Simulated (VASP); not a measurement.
# Cu2O (Pn-3m) in VASP: notebook

One crystal, Cu2O, is run at these levels: PBE; tasks: relaxation of cell and atoms.

All numbers are computed with VASP 6.6.1; they aren't measurements. Logs are shortened: lines on timing, memory, paths and dates and some standing lists are left out, and cuts for length are marked.

**1. The structure**

Symmetry: Pn-3m, No. 224, cubic system. The conventional cell has a = 4.260 Å, b = 4.260 Å, c = 4.260 Å, α = 90.00°, β = 90.00°, γ = 90.00°. Cu (site symmetry -3m) has 2 O at 1.84 Å as nearest neighbours. O (site symmetry -43m) has 4 Cu at 1.84 Å as nearest neighbours.

**2. Relaxation of cell and atoms, PBE**

INCAR

```
ALGO     = Normal         # electronic algorithm
EDIFF    = 1E-7           # SCF threshold, eV
EDIFFG   = -0.002         # ionic threshold
ENCUT    = 700            # plane-wave cutoff, eV
GGA      = PE             # functional
IBRION   = 2              # ionic algorithm
ISIF     = 3              # what is computed and relaxed
ISMEAR   = 0              # smearing method
KPAR     = 4            
LASPH    = T              # aspherical terms in the spheres
LCHARG   = F              # write CHGCAR
LREAL    = F              # projectors in reciprocal space
LWAVE    = F              # write WAVECAR
NELM     = 100            # most SCF steps
NSW      = 80             # ionic steps
PREC     = Accurate       # precision mode
SIGMA    = 0.02           # smearing width, eV
```

KPOINTS

```
k-points
0
Gamma
  8 8 8
```

POSCAR

```
Cu2O
1.0
    4.2600000000      0.0000000000      0.0000000000
    0.0000000000      4.2600000000      0.0000000000
    0.0000000000      0.0000000000      4.2600000000
Cu O
4 2
Direct
    0.2500000000      0.2500000000      0.2500000000
    0.2500000000      0.7500000000      0.7500000000
    0.7500000000      0.7500000000      0.2500000000
    0.7500000000      0.2500000000      0.7500000000
    0.0000000000      0.0000000000      0.0000000000
    0.5000000000      0.5000000000      0.5000000000
```

Potentials or basis: VASP PAW PBE potentials, release 64 (Cu, O).

On the command line:

```bash
$ cat potpaw_PBE.64/Cu/POTCAR potpaw_PBE.64/O/POTCAR > POTCAR
$ mpirun -np 4 vasp_std > vasp.out
```

OUTCAR:

```text
EDIFF = 1E-7
   EDIFFG = -0.002
   ENCUT = 700
   GGA = PE
   IBRION = 2
   ISIF = 3
   ISMEAR = 0
   LASPH = T
   LREAL = F
   NELM = 100
   NSW = 80
   PREC = Accurate

 ion  position               nearest neighbor table
   1  0.250  0.250  0.250-   5 1.84   6 1.84
   2  0.250  0.750  0.750-   5 1.84   6 1.84
   3  0.750  0.750  0.250-   5 1.84   6 1.84
   4  0.750  0.250  0.750-   5 1.84   6 1.84
   5  0.000  0.000  0.000-   1 1.84   2 1.84   3 1.84   4 1.84
   6  0.500  0.500  0.500-   1 1.84   2 1.84   3 1.84   4 1.84

  LATTYP: Found a simple cubic cell.
 ALAT       =     4.2600000000

  Lattice vectors:

 A1 = (   4.2600000000,   0.0000000000,   0.0000000000)
 A2 = (   0.0000000000,   4.2600000000,   0.0000000000)
 A3 = (   0.0000000000,   0.0000000000,   4.2600000000)

Analysis of symmetry for initial positions (statically):
=====================================================================
 Subroutine PRICEL returns:
 Original cell was already a primitive cell.

 Routine SETGRP: Setting up the symmetry group for a
 simple cubic supercell.

 Subroutine GETGRP returns: Found 48 space group operations
 (whereof 24 operations were pure point group operations)
 out of a pool of 48 trial point group operations.

The static configuration has the point symmetry T_d .
 The point group associated with its full space group is O_h .

Analysis of symmetry for dynamics (positions and initial velocities):
=====================================================================
 Subroutine PRICEL returns:
 Original cell was already a primitive cell.

 Routine SETGRP: Setting up the symmetry group for a
 simple cubic supercell.

 Subroutine GETGRP returns: Found 48 space group operations
 (whereof 24 operations were pure point group operations)
 out of a pool of 48 trial point group operations.

The dynamic configuration has the point symmetry T_d .
 The point group associated with its full space group is O_h .

 Subroutine INISYM returns: Found 48 space group operations
 (whereof 24 operations are pure point group operations),
 and found     1 'primitive' translations

----------------------------------------------------------------------------------------

                                     Primitive cell

  volume of cell :      77.3088

  direct lattice vectors                    reciprocal lattice vectors
     4.260000000  0.000000000  0.000000000     0.234741784  0.000000000  0.000000000
     0.000000000  4.260000000  0.000000000     0.000000000  0.234741784  0.000000000
     0.000000000  0.000000000  4.260000000     0.000000000  0.000000000  0.234741784

  length of vectors
     4.260000000  4.260000000  4.260000000     0.234741784  0.234741784  0.234741784

  position of ions in fractional coordinates (direct lattice)
     0.250000000  0.250000000  0.250000000
     0.250000000  0.750000000  0.750000000
     0.750000000  0.750000000  0.250000000
     0.750000000  0.250000000  0.750000000
     0.000000000  0.000000000  0.000000000
     0.500000000  0.500000000  0.500000000

  ion indices of the primitive-cell ions
   primitive index   ion index
                 1           1
                 2           2
                 3           3
                 4           4
                 5           5
                 6           6

----------------------------------------------------------------------------------------

 KPOINTS: k-points

Automatic generation of k-mesh.
 Grid dimensions read from file:
 generate k-points for:    8    8    8

 Generating k-lattice:

  Cartesian coordinates                     Fractional coordinates (reciprocal lattice)
     0.029342723  0.000000000  0.000000000     0.125000000  0.000000000  0.000000000
     0.000000000  0.029342723  0.000000000     0.000000000  0.125000000  0.000000000
     0.000000000  0.000000000  0.029342723     0.000000000  0.000000000  0.125000000

  Length of vectors
     0.029342723  0.029342723  0.029342723

  Shift w.r.t. Gamma in fractional coordinates (k-lattice)
     0.000000000  0.000000000  0.000000000

 Subroutine IBZKPT returns following result:
 ===========================================

 Found     35 irreducible k-points:

 Following reciprocal coordinates:
            Coordinates               Weight
  0.000000  0.000000  0.000000      1.000000
  0.125000  0.000000  0.000000      6.000000
  0.250000  0.000000  0.000000      6.000000
  0.375000  0.000000  0.000000      6.000000
  0.500000  0.000000  0.000000      3.000000
  0.125000  0.125000  0.000000     12.000000
[... 16 lines left out ...]
  0.375000  0.375000  0.125000     24.000000
  0.500000  0.375000  0.125000     24.000000
 [... further k-points ...]
   k-points           NKPTS =     35   k-points in BZ     NKDIM =     35   number of bands    NBANDS=     33
   number of dos      NEDOS =    301   number of ions     NIONS =      6
   total plane-waves  NPLWV =  64000
   dimension x,y,z NGX =    40 NGY =   40 NGZ =   40
   dimension x,y,z NGXF=    80 NGYF=   80 NGZF=   80
   ions per type =               4   2
   NGX,Y,Z   is equivalent  to a cutoff of  15.61, 15.61, 15.61 a.u.
   NGXF,Y,Z  is equivalent  to a cutoff of  31.22, 31.22, 31.22 a.u.
 SYSTEM =  unknown system
   PREC   = accura    normal or accurate (medium, high low for compatibility)
   ISTART =      0    job   : 0-new  1-cont  2-samecut
   ICHARG =      2    charge: 1-file 2-atom 10-const
   ISPIN  =      1    spin polarized calculation?
   LNONCOLLINEAR =      F non collinear calculations
   LSORBIT =      F    spin-orbit coupling
   LASPH  =      T    aspherical Exc in radial PAW
   ENCUT  =  700.0 eV  51.45 Ry    7.17 a.u.   9.19  9.19  9.19*2*pi/ulx,y,z
   NELM   =    100;   NELMIN=  2; NELMDL= -5     # of ELM steps
   EDIFF  = 0.1E-06   stopping-criterion for ELM
   LREAL  =      F    real-space projection
   EDIFFG = -.2E-02   stopping-criterion for IOM
   NSW    =     80    number of steps for IOM
   IBRION =      2    ionic relax: 0-MD 1-quasi-New 2-CG
   NFREE  =      1    steps in history (QN), initial steepest desc. (CG)
   ISIF   =      3    stress and relaxation
   ISYM   =      2    0-nonsym 1-usesym 2-fastsym
   POTIM  = 0.5000    time-step for ionic-motion
   TEBEG  =    0.0;   TEEND  =   0.0 temperature during run
   PSTRESS=    0.0 pullay stress
   NELECT =      56.0000    total number of electrons
   NUPDOWN=      -1.0000    fix difference up-down
   EMIN   =  10.00;   EMAX   =-10.00  energy-range for DOS
   EFERMI =   0.00;   METHOD = LEGACY
   ISMEAR =     0;   SIGMA  =   0.02  broadening in eV -4-tet -1-fermi 0-gaus
   EFERMI_NEDOS =   21; number of points for ismear=-14 and -15
   IALGO  =     38    algorithm
   IMIX   =      4    mixing-type and parameters
     AMIX     =   0.40;   BMIX     =  1.00
     AMIX_MAG =   1.60;   BMIX_MAG =  1.00
  volume/ion in A,a.u.               =      12.88        86.95
  Fermi-wavevector in a.u.,A,eV,Ry     =   1.470261  2.778391 29.411289  2.161669
  Thomas-Fermi vector in A             =   2.585540
   LORBIT       =      0    0 simple, 1 ext, 2 COOP (PROOUT), +10 PAW based schemes
   GGA     = PE    functional components
   LHFCALC =     F    Hartree Fock is set to
   AEXX    =    0.0000 exact exchange contribution
   IVDW    =     0    specifies the selected vdW correction
   LEPSILON=     F    determine dielectric tensor
   LRPA    =     F    only Hartree local field effects (RPA)
 conjugate gradient relaxation of ions
 non-spin polarized calculation
 Gauss-broadening in eV      SIGMA  =   0.02
  energy-cutoff  :      700.00
  volume of cell :       77.31
 maximum number of plane-waves:      3294
 NGX is ok and might be reduce to    40
   NGX = 19   NGY = 19   NGZ = 19

--------------------------------------- Ionic step        1  -------------------------------------------

 number of electron      55.9999965 magnetization

 Free energy of the ion-electron system (eV)
  ---------------------------------------------------
  ext. energy  EPLUGINS =         0.00000000
  ---------------------------------------------------
  free energy    TOTEN  =       -27.26448059 eV

  energy without entropy =      -27.26448059  energy(sigma->0) =      -27.26448059

 E-fermi :   4.8781     XC(G=0): -11.0457

 val. band max:        4.7723183137   @ k =   0.0000   0.0000   0.0000
 cond. band min:       5.3113904068   @ k =   0.0000   0.0000   0.0000
 fundamental gap:      0.5390720931
 Fermi energy:         4.8780947149

 k-point     1 :       0.0000    0.0000    0.0000
  band No.  band energies     occupation
      1     -15.3874      2.00000
      2     -14.6494      2.00000
      3      -2.4763      2.00000
      4      -2.4763      2.00000
      5      -2.4763      2.00000
      6      -0.0903      2.00000
[... 917 lines left out ...]
 POSITION                                       TOTAL-FORCE (eV/Angst)
 -----------------------------------------------------------------------------------
      1.08109      1.08109      1.08109         0.000000     -0.000000      0.000000
      1.08109      3.24327      3.24327        -0.000000     -0.000000      0.000000
      3.24327      3.24327      1.08109        -0.000000      0.000000     -0.000000
      3.24327      1.08109      3.24327         0.000000      0.000000     -0.000000
      0.00000      0.00000      0.00000        -0.000000      0.000000     -0.000000
      2.16218      2.16218      2.16218        -0.000000      0.000000      0.000000
 -----------------------------------------------------------------------------------
    total drift:                                0.000000      0.000000     -0.000000

  FREE ENERGIE OF THE ION-ELECTRON SYSTEM (eV)
  ---------------------------------------------------
  free  energy   TOTEN  =       -27.2901746810 eV

  energy  without entropy=      -27.2901746810  energy(sigma->0) =      -27.29017468

--------------------------------------- Ionic step        3  -------------------------------------------

 number of electron      55.9999991 magnetization

 Free energy of the ion-electron system (eV)
  ---------------------------------------------------
  ext. energy  EPLUGINS =         0.00000000
  ---------------------------------------------------
  free energy    TOTEN  =       -27.29451832 eV

  energy without entropy =      -27.29451832  energy(sigma->0) =      -27.29451832

 E-fermi :   4.5412     XC(G=0): -10.8716

 val. band max:        4.4138867200   @ k =   0.0000   0.0000   0.0000
 cond. band min:       4.8826173853   @ k =   0.0000   0.0000   0.0000
 fundamental gap:      0.4687306653
 Fermi energy:         4.5411651822

 k-point     1 :       0.0000    0.0000    0.0000
  band No.  band energies     occupation
      1     -15.4807      2.00000
      2     -14.8031      2.00000
      3      -2.5588      2.00000
      4      -2.5588      2.00000
      5      -2.5588      2.00000
      6      -0.2474      2.00000
[... 877 lines left out ...]
 POSITION                                       TOTAL-FORCE (eV/Angst)
 -----------------------------------------------------------------------------------
      1.07656      1.07656      1.07656        -0.000000      0.000000      0.000000
      1.07656      3.22967      3.22967         0.000000      0.000000     -0.000000
      3.22967      3.22967      1.07656         0.000000     -0.000000     -0.000000
      3.22967      1.07656      3.22967        -0.000000     -0.000000     -0.000000
      0.00000      0.00000      0.00000         0.000000     -0.000000     -0.000000
      2.15312      2.15312      2.15312         0.000000     -0.000000     -0.000000
 -----------------------------------------------------------------------------------
    total drift:                                0.000000      0.000000     -0.000000

  FREE ENERGIE OF THE ION-ELECTRON SYSTEM (eV)
  ---------------------------------------------------
  free  energy   TOTEN  =       -27.2945183186 eV

  energy  without entropy=      -27.2945183186  energy(sigma->0) =      -27.29451832

 reached required accuracy - stopping structural energy minimisation
```

It took 3.8 min on 4 MPI ranks of AMD EPYC 7R43 (Zen 3), shared host; peak memory 0.27 GiB.

Results:

| Quantity | Value |
| --- | --- |
| Free energy | -27.2945 eV |
| Relaxed volume | 13.31 Å³/atom |
| Relaxed cell | a = 4.306 Å, b = 4.306 Å, c = 4.306 Å, α = 90.00°, β = 90.00°, γ = 90.00° |
| Space group after relaxing (to 0.05 Å) | Pn-3m (No. 224) |
| Energy gained by relaxing | 5.0 meV/atom |
| Ionic steps | 3 |
| Pressure after relaxing | 0.0 GPa |
| Band gap on the k mesh | 0.47 eV, direct |

Step by step:
```tsv
step	energy change (eV)	largest force (eV/Å)	pressure (GPa)	volume (Å³)
1	0.0000	0.0000	3.89	77.31
2	-0.0257	0.0000	-1.37	80.87
3	-0.0300	0.0000	0.00	79.85
```

Final structure:
```
Cu O
1.0
     4.30623    0.00000    0.00000
     0.00000    4.30623    0.00000
     0.00000    0.00000    4.30623
Cu O
4 2
Direct
  0.25000 0.25000 0.25000
  0.25000 0.75000 0.75000
  0.75000 0.75000 0.25000
  0.75000 0.25000 0.75000
  0.00000 0.00000 0.00000
  0.50000 0.50000 0.50000
```

A k mesh can miss the band edges. PBE usually gives volumes a little too large and moduli too small.

**3. Relaxation of cell and atoms, PBE**

This run uses another cell than the first one, of 13.31 Å³/atom, 1.033 times its volume.

INCAR is that of step 2.

KPOINTS is that of step 2.

POSCAR

```
Cu2O                                    
1.0
    4.3062328082     -0.0000000000      0.0000000000
   -0.0000000000      4.3062328082     -0.0000000000
    0.0000000000     -0.0000000000      4.3062328082
  Cu              O             
     4     2
Direct
     0.2500000000000000    0.2500000000000000    0.2500000000000000
     0.2500000000000000    0.7500000000000000    0.7500000000000000
     0.7500000000000000    0.7500000000000000    0.2500000000000000
     0.7500000000000000    0.2500000000000000    0.7500000000000000
     0.0000000000000000    0.0000000000000000    0.0000000000000000
     0.5000000000000000    0.5000000000000000    0.5000000000000000
```

Potentials or basis: VASP PAW PBE potentials, release 64 (Cu, O).

On the command line:

```bash
$ cat potpaw_PBE.64/Cu/POTCAR potpaw_PBE.64/O/POTCAR > POTCAR
$ mpirun -np 4 vasp_std > vasp.out
```

It took 1.8 min on 4 MPI ranks of AMD EPYC 7R43 (Zen 3), shared host; peak memory 0.28 GiB.

The run converged. Its results:

```
Free energy             : -27.2983 eV
Pressure after relaxing : 0.0 GPa
Band gap on the k mesh  : 0.47 eV, direct
```

Final structure:
```cif
data_structure
_symmetry_space_group_name_H-M 'P 1'
_symmetry_Int_Tables_number 1
_cell_length_a 4.3062
_cell_length_b 4.3062
_cell_length_c 4.3062
_cell_angle_alpha 90.000
_cell_angle_beta 90.000
_cell_angle_gamma 90.000
_cell_volume 79.85
loop_
_atom_site_label
_atom_site_type_symbol
_atom_site_fract_x
_atom_site_fract_y
_atom_site_fract_z
_atom_site_occupancy
Cu1 Cu 0.25000 0.25000 0.25000 1
Cu2 Cu 0.25000 0.75000 0.75000 1
Cu3 Cu 0.75000 0.75000 0.25000 1
Cu4 Cu 0.75000 0.25000 0.75000 1
O1 O 0.00000 0.00000 0.00000 1
O2 O 0.50000 0.50000 0.50000 1
```

Levels at points of the mesh, in eV from the valence-band top:
| k point | band 25 | band 26 | band 27 | band 28 | band 29 | band 30 | band 31 | band 32 |
| --- | --- | --- | --- | --- | --- | --- | --- | --- |
| (0.00, 0.00, 0.00) | -1.50 | 0.00 | 0.00 | 0.00 | 0.47 | 1.36 | 1.36 | 7.76 |
| (0.50, 0.00, 0.00) | -1.14 | -1.14 | -0.37 | -0.37 | 2.19 | 2.19 | 4.26 | 4.26 |
| (0.50, 0.50, 0.00) | -1.15 | -1.15 | -0.62 | -0.62 | 1.91 | 1.91 | 3.80 | 3.80 |
| (0.50, 0.50, 0.50) | -0.96 | -0.54 | -0.54 | -0.54 | 2.51 | 2.51 | 2.51 | 4.78 |

Caveat: the relaxation stopped at its first step, so nothing moved.
